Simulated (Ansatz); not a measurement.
# SiO2 (Fddd) in Ansatz: a series of runs

Runs on SiO2. Level: PBE. Tasks: single point.

Everything below comes from runs of Ansatz 0.2.0. Logs are shortened: lines on timing, memory, paths and dates and some standing lists are left out, and cuts for length are marked.

## (1) The structure

It takes space group Fddd (No. 70, orthorhombic). Conventional cell: a = 4.719 Å, b = 9.433 Å, c = 14.726 Å, α = 90.00°, β = 90.00°, γ = 90.00°. Si (site symmetry 2) is surrounded by 4 O at 1.60 to 1.62 Å. Around O (site symmetry 2) lie 2 Si at 1.62 Å. O (site symmetry -1) has 2 Si at 1.60 Å as nearest neighbours.

The cell comes from a database or a generator and needn't be the stable form of this composition.

## (2) Single point, PBE

input.yaml

```yaml
crystal:
  lattice:
    - [0.0, 4.71625711, 7.3627753715]
    - [2.3595806657, 0.0, 7.3627753715]
    - [2.3595806657, 4.71625711, 0.0]
  atoms:
    - { symbol: Si, position: [0.93676892, 0.93676892, 0.56323108] }
    - { symbol: Si, position: [0.68676892, 0.68676892, 0.31323108] }
    - { symbol: Si, position: [0.31323108, 0.31323108, 0.68676892] }
    - { symbol: Si, position: [0.56323108, 0.56323108, 0.93676892] }
    - { symbol: O, position: [0.0634396, 0.4365604, 0.0634396] }
    - { symbol: O, position: [0.4365604, 0.0634396, 0.4365604] }
    - { symbol: O, position: [0.8134396, 0.1865604, 0.8134396] }
    - { symbol: O, position: [0.1865604, 0.8134396, 0.1865604] }
    - { symbol: O, position: [0.125, 0.625, 0.625] }
    - { symbol: O, position: [0.625, 0.625, 0.625] }
    - { symbol: O, position: [0.625, 0.625, 0.125] }
    - { symbol: O, position: [0.625, 0.125, 0.625] }
hamiltonian:
  xc: pbe
  pseudopotentials: { kind: paw }
kpoints:
  mp_grid: { grid: [7, 7, 7] }
scf:
  occupations: { method: fermi_dirac, width: 0.05 }
basis:
  ecutwfc: "300 eV"
output:
  forces: true
  stress: true
  eigenvalues: true
```

Potentials or basis: Ansatz PAW.

Run with:

```bash
$ ansatz run input.yaml --threads 4 --pin off --max-ram 11264MiB --backend cpu --events-out ev --progress --plain --runs-dir out
```

The program printed:

```text
Warning: basis.ecutwfc = 300 eV is below the records' recommended 420 eV, and the density's cutoff is lower with it unless basis.ecutrho_ratio is high enough to keep the records' density cutoff: compare with a run at a higher cutoff
Warning: RAYON_NUM_THREADS=4 ignored (pool sized by the plan → 4); use --threads N
Engine: ansatz 0.2.0, aarch64-unknown-linux-gnu
Pseudopotentials: kind: paw
Pseudopotential: Si, paw, valence charge 4, recommended cutoff 420 eV (normal), Si.paw.azcp
Pseudopotential: O, paw, valence charge 6, recommended cutoff 420 eV (normal), O.paw.azcp
Functional definition: PBE
  parameter kappa = 0.804
  parameter beta = 0.06672455060314922
  exchange = pbe_x(kappa = kappa, mu = beta*pi^2/3)
  correlation = pbe_c(beta = beta)
Crystal: 12 atoms, lattice volume = 163.872 Å³
Basis set: ecut = 300 eV, 1951 PW (Γ), exchange–correlation on 100×90×60 points (8 copies of the dense FFT grid, shifted against one another)
Bands: 44, of which v1, the nominal top of the filled ones, is band 32 counted from 1 (31 counted from 0)
Symmetry: 8 space group operations
Space group: Fddd (ITA 70), of the structure as read, at distance tolerance 5.5e-5 Å
k-points: 64 of 343
Non-local potential: Si, projectors of the file, l = 0: 2, l = 1: 2, l = 2: 2
Non-local potential: O, projectors of the file, l = 0: 2, l = 1: 2, l = 2: 1
PAW form: soft (Blöchl's): semilocal exchange-correlation on the pseudo side does not see the compensation charge
PAW one-centre angular grid: Si, 110 points (default); XC on 64 Gauss nodes
PAW one-centre angular grid: O, 110 points (default); XC on 64 Gauss nodes
Initial density: superposition of atomic densities (neutral atoms: chi_scale 0, normalization atom), corrected by the library's trained network
Initial wavefunctions: pseudopotential atomic-orbital guess
Functional: x = pbe(κ = 0.804, μ = 0.2195149727645171), c = pbe(β = 0.06672455060314922)
SCF iter   1: F=—  HF=-7092.481473 eV  |F-HF|=—  |Δ(HF+E_count)|=         —  Δρ=1.85e-2  dr2=1.47e-1  ethr=1.77e-3  ⟨swp⟩=6.6  Hψ=14325  notcnv=0  defer=108
preconditioner: auto → Resta (q_TF=auto, 2.333 Å⁻¹)  ε∞=2.9  [insulator: Δε(μ)=5.683 eV  Ē_g=16.818 eV  σ=0.050 eV  W_gap=1.00  n_scr=30 (ndim 8)  ℏωp=23.2 eV  f_vac=0.189  D(μ)=0.00/eV (n_scr^D=0)  ε∞_Penn≈2.9]
SCF iter   2: F=—  HF=-7092.468846 eV  |F-HF|=—  |Δ(HF+E_count)|=   1.26e-2  Δρ=6.92e-3  dr2=1.62e-2  ethr=2.29e-4  ⟨swp⟩=2.3  Hψ=5310  notcnv=0  defer=332
SCF iter   3: F=—  HF=-7092.478865 eV  |F-HF|=—  |Δ(HF+E_count)|=   1.00e-2  Δρ=3.37e-3  dr2=3.32e-3  ethr=2.53e-5  ⟨swp⟩=1.2  Hψ=2498  notcnv=0  defer=140
automatic band count: iteration 3 solves 41 bands in place of 44: the levels show a gap, and the empty bands left out lie too high to hold charge; the band table lists the bands solved (type scf.n_extra_bands for more)
SCF iter   4: F=—  HF=-7092.482466 eV  |F-HF|=—  |Δ(HF+E_count)|=   3.60e-3  Δρ=9.48e-5  dr2=8.95e-6  ethr=5.19e-6  ⟨swp⟩=2.9  Hψ=4878  notcnv=0  defer=140
SCF iter   5: F=—  HF=-7092.482383 eV  |F-HF|=—  |Δ(HF+E_count)|=   8.32e-5  Δρ=2.48e-5  dr2=8.53e-7  ethr=1.40e-8  ⟨swp⟩=2.0  Hψ=3869  notcnv=0  defer=140
SCF iter   6: F=—  HF=-7092.482383 eV  |F-HF|=—  |Δ(HF+E_count)|=   6.53e-7  Δρ=2.00e-5  dr2=4.84e-7  ethr=1.56e-10  ⟨swp⟩=11.5  Hψ=13765  notcnv=0
SCF iter   7: F=-7092.482383 eV  HF=-7092.482383 eV  |F-HF|=2.58e-8  |Δ(HF+E_count)|=   6.98e-8  Δρ=4.32e-6  dr2=2.55e-8  ethr=1.56e-10  ⟨swp⟩=3.0  Hψ=10929  notcnv=0
SCF 1 converged in 7 iterations: F = -7092.482383 eV  dr2 = 2.55e-8
SCF converged after 7 iterations
Free energy (F): -7092.482383 eV
Harris-Foulkes:  -7092.482383 eV  (|F-HF|=2.58e-8)
Internal energy: -7092.482383 eV  (E = F + TS)
E sigma→0 (E₀):  -7092.482383 eV
Fermi energy:    4.739319 eV
--- Per-component energies (eV) ---
  E_band       = -326.804579
  E_kinetic    = 1637.262948
  E_local      = -4265.110954  (includes V_loc(G=0)·N_el)
  E_nonlocal   = 459.286106
  E_hartree    = 1549.765775
  E_xc         = -824.293124
  E_vxc        = -957.686560  (∫ρ·V_xc dr)
  E_paw        = -3318.814275  (= ΣΔE_a)
  E_vpaw       = -300.168873  (= ΣTr[D̂ρ^β])
  E_aug_tail   = 0.079017  (compensation charges beyond the density's cutoff)
  E_ewald      = -2330.657877
  E_smearing   = -0.000000  (= −TS)
  E_closure    = 0.000000  (closes the sum)
  Σ components = -7092.482383   (vs F -7092.482383, Δ=0.00e0)
--- Forces (eV/Å), atoms counted from 1 ---
  atom   1  Si     0.00000000     0.00000000     0.06083857
  atom   2  Si    -0.00000000     0.00000000     0.06083857
  atom   3  Si    -0.00000000    -0.00000000    -0.06083857
  atom   4  Si     0.00000000    -0.00000000    -0.06083857
  atom   5  O     -0.00000000     0.36832141    -0.00000000
  atom   6  O      0.00000000    -0.36832141     0.00000000
  atom   7  O      0.00000000     0.36832141     0.00000000
  atom   8  O      0.00000000    -0.36832141     0.00000000
  atom   9  O      0.00000000     0.00000000     0.00000000
  atom  10  O      0.00000000     0.00000000     0.00000000
  atom  11  O      0.00000000     0.00000000    -0.00000000
  atom  12  O      0.00000000     0.00000000    -0.00000000
  max |Σ_I F_I| component: 1.11e-16 eV/Å
--- Stress (GPa, compression-positive) ---
        4.710878       0.000000      -0.000000
        0.000000       4.945069       0.000000
       -0.000000       0.000000       4.812347
  P = ⅓ Tr σ = 4.8228 GPa (48.228 kbar)
--- Band table (eV; the first three rows and the last of 64) ---
  k-point 0: bands = ["-17.6814", "-16.7713", "-16.7361", "-15.6971", "-15.6553", "-15.5452", "-15.5090", "-15.4992", "-7.7917", "-5.9912", "-5.0590", "-4.0920", "-3.9378", "-3.5516", "-3.3406", "-3.1040", "-1.3410", "-0.8165", "-0.8007", "-0.7891", "-0.6007", "-0.3664", "-0.3050", "0.0178", "0.0597", "0.1839", "0.6408", "1.0489", "1.1607", "1.3576", "1.7794", "1.7998", "7.5285", "10.1227", "10.2112", "10.4965", "10.6169", "11.7073", "12.0553", "12.2011", "12.9639"]
  k-point 1: bands = ["-17.6143", "-16.8566", "-16.6289", "-15.7488", "-15.6700", "-15.5661", "-15.5354", "-15.5251", "-7.6086", "-6.0758", "-5.1185", "-4.0159", "-3.8316", "-3.5510", "-3.4068", "-3.1298", "-1.3565", "-1.1042", "-0.7695", "-0.7541", "-0.4208", "-0.2746", "-0.1873", "-0.0612", "0.0315", "0.1206", "0.7422", "1.0348", "1.1158", "1.3677", "1.6884", "1.7400", "7.8691", "10.3076", "10.4363", "10.5308", "10.8420", "11.6687", "12.0268", "12.3391", "12.5677"]
  k-point 2: bands = ["-17.4322", "-16.9068", "-16.5472", "-15.9738", "-15.6807", "-15.6005", "-15.5696", "-15.5478", "-7.1920", "-6.1976", "-5.2431", "-4.0673", "-3.7618", "-3.4908", "-3.3849", "-3.1596", "-1.4018", "-1.3233", "-0.7636", "-0.6911", "-0.6098", "-0.3435", "-0.1500", "0.0124", "0.0700", "0.3742", "0.7841", "0.9544", "1.0619", "1.3923", "1.5445", "1.6011", "8.7153", "10.6196", "10.7621", "11.0575", "11.2295", "11.5031", "11.9412", "12.1042", "12.5248"]
  k-point 63: bands = ["-17.3955", "-17.3627", "-16.0498", "-15.9659", "-15.6794", "-15.6623", "-15.5207", "-15.5190", "-7.1145", "-6.9695", "-4.3584", "-4.0851", "-3.9384", "-3.6870", "-3.3329", "-3.3321", "-1.1401", "-1.0906", "-0.8091", "-0.7640", "-0.5551", "-0.4933", "-0.0871", "-0.0623", "0.0815", "0.1781", "0.8856", "0.9896", "1.2027", "1.3090", "1.5238", "1.6302", "8.8838", "8.9126", "10.7240", "10.7948", "11.1920", "11.2370", "11.7459", "11.9857", "12.9085"]
```

Run time: 5.2 s. Hardware: 4 threads of Arm Neoverse V2, shared host; peak memory 0.55 GiB.

Results:

```yaml
Free_energy: -7092.4824 eV
Pressure: 4.8 GPa
Largest_force: 0.368 eV/Å
Band_gap_on_the_k_mesh: 5.73 eV, direct
```

Forces on the atoms (eV/Å):
```
Si   0.000  0.000  0.061
Si   0.000  0.000  0.061
Si   0.000  0.000 -0.061
Si   0.000  0.000 -0.061
O    0.000  0.368  0.000
O    0.000 -0.368  0.000
O    0.000  0.368  0.000
O    0.000 -0.368  0.000
O    0.000  0.000  0.000
O    0.000  0.000  0.000
O    0.000  0.000  0.000
O    0.000  0.000  0.000
```

Stress tensor (GPa, compression positive):
```
4.71 0.00 0.00
0.00 4.95 0.00
0.00 0.00 4.81
```

Caveat: odd divisions of the mesh miss points on the zone boundary, where band edges often lie, so the gap on the mesh can be too wide; the pressure holds a Pulay correction of +21.4 GPa for the finite cutoff; the cutoff lies under the one recommended for these potentials. A k mesh can miss the band edges.

## (3) Single point, PBE

input.yaml: that of step 2 with these lines changed.

```diff
@@ -22,7 +22,5 @@
 kpoints:
-  mp_grid: { grid: [7, 7, 7] }
+  mp_grid: { grid: [4, 4, 4] }
 scf:
   occupations: { method: fermi_dirac, width: 0.05 }
-basis:
-  ecutwfc: "300 eV"
 output:
@@ -31 +29,5 @@
   eigenvalues: true
+  write_density: true
+  write_potential: true
+  elf: true
+  volumetric_format: npy
```

Potentials or basis: Ansatz PAW.

Run with:

```bash
$ ansatz run input.yaml --threads 4 --pin off --max-ram 11264MiB --backend cpu --events-out ev --progress --plain --runs-dir out
```

It took 3.1 s on 4 threads of Arm Neoverse V2, shared host; peak memory 0.56 GiB.

It converged, with:

```yaml
Free_energy: -7096.1290 eV
Pressure: 5.0 GPa
Largest_force: 0.366 eV/Å
Band_gap_on_the_k_mesh: 5.78 eV, direct
```

Forces on the atoms (eV/Å):
```
Si   0.000  0.000  0.068
Si   0.000  0.000  0.068
Si   0.000  0.000 -0.068
Si   0.000  0.000 -0.068
O    0.000  0.366  0.000
O    0.000 -0.366  0.000
O    0.000  0.366  0.000
O    0.000 -0.366  0.000
O    0.000  0.000  0.000
O    0.000  0.000  0.000
O    0.000  0.000  0.000
O    0.000  0.000  0.000
```

Stress tensor (GPa, compression positive):
```
4.87 0.00 0.00
0.00 5.14 0.00
0.00 0.00 4.96
```

Levels at points of the mesh, in eV from the valence-band top:
```tsv
k point	band 28	band 29	band 30	band 31	band 32	band 33	band 34	band 35	band 36	band 37
(0.00, 0.00, 0.00)	-0.76	-0.64	-0.44	-0.04	0.00	5.78	8.33	8.41	8.72	8.83
(0.00, 0.00, -0.50)	-0.94	-0.61	-0.57	-0.32	-0.26	8.20	8.81	8.92	9.55	9.83
(0.00, -0.50, -0.50)	-1.22	-0.90	-0.90	-0.12	-0.12	8.23	8.23	9.11	9.11	9.95
(-0.50, 0.00, -0.50)	-1.39	-0.87	-0.87	-0.26	-0.26	7.94	7.94	9.58	9.58	10.22
(-0.50, -0.50, 0.00)	-0.79	-0.62	-0.62	-0.16	-0.16	6.93	6.93	8.83	8.83	9.30
```

Caveat: the pressure holds a Pulay correction of +0.6 GPa for the finite cutoff. A k mesh can miss the band edges.
